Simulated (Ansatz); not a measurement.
# Relaxing VH$_{2}$

The calculation used DFT PBEsol, scalar-relativistic, plane waves, PAW (Ansatz 0.2.0). Run with 420 eV cutoff, 18×18×18 k-mesh, Gaussian smearing of 0.10 eV, no spin polarisation.

What was changed: relaxed at 60 GPa.

Other phases may be more stable at this pressure.

Command:

```bash
ansatz run input.yaml --threads 1 --pin off --max-ram 2560MiB --backend cpu --events-out ev --progress --plain --runs-dir out
```

Input:

```yaml
crystal:
  lattice:
    - [0.0, 1.9455545308, 1.9455545308]
    - [1.9455545308, 0.0, 1.9455545308]
    - [1.9455545308, 1.9455545308, 0.0]
  atoms:
    - { symbol: V, position: [0.0, 0.0, 0.0] }
    - { symbol: H, position: [0.25, 0.25, 0.25] }
    - { symbol: H, position: [0.75, 0.75, 0.75] }
basis:
  ecutwfc: 420
kpoints:
  mp_grid: { grid: [18, 18, 18] }
hamiltonian:
  xc: pbesol
scf:
  occupations: { method: gaussian, width: 0.1 }
output:
  forces: true
  stress: true
  eigenvalues: true
  write_density: true
  write_potential: true
  elf: true
  volumetric_format: npy
relax:
  adjacent_minimum: "off"
  f_tol: 0.008
  max_steps: 50
  cell: { stress_tol: 0.08, p_target: 60.0 }
```

F is the free energy. Steps run on the plane waves of an earlier cell, but the last one, and at times one on the way, on a freshly chosen basis, so a repeated geometry can differ a little in energy. The relaxation lowers the enthalpy F + PV at the target pressure, so F itself can rise.

Steps:

| step | F − F(1) (eV) | largest force component (eV/Å) | V (Å³/atom) | P (GPa) |
| --- | --- | --- | --- | --- |
| 1 | 0.0000 | 0.000 | 4.910 | 57.97 |
| 2 | 0.0282 | 0.000 | 4.884 | 60.11 |
| 3 | 0.0268 | 0.000 | 4.885 | 60.00 |
| 4 | 0.0269 | 0.000 | 4.885 | 59.98 |

Relaxed structure:

```
CELL_PARAMETERS angstrom
0.00000 1.94232 1.94232
1.94232 0.00000 1.94232
1.94232 1.94232 0.00000
ATOMIC_POSITIONS crystal
V 0.00000 0.00000 0.00000
H 0.25000 0.25000 0.25000
H 0.75000 0.75000 0.75000
```

It takes space group Fm-3m (No. 225, cubic). Conventional cell: a = 3.885 Å, b = 3.885 Å, c = 3.885 Å, α = 90.00°, β = 90.00°, γ = 90.00°. V (site symmetry m-3m) is surrounded by 8 H at 1.68 Å. H (site symmetry -43m) is surrounded by 4 V at 1.68 Å.

The run converged. It took 7.6 s on 1 thread of Arm Neoverse V2, with other jobs on the host, peak memory 0.33 GiB.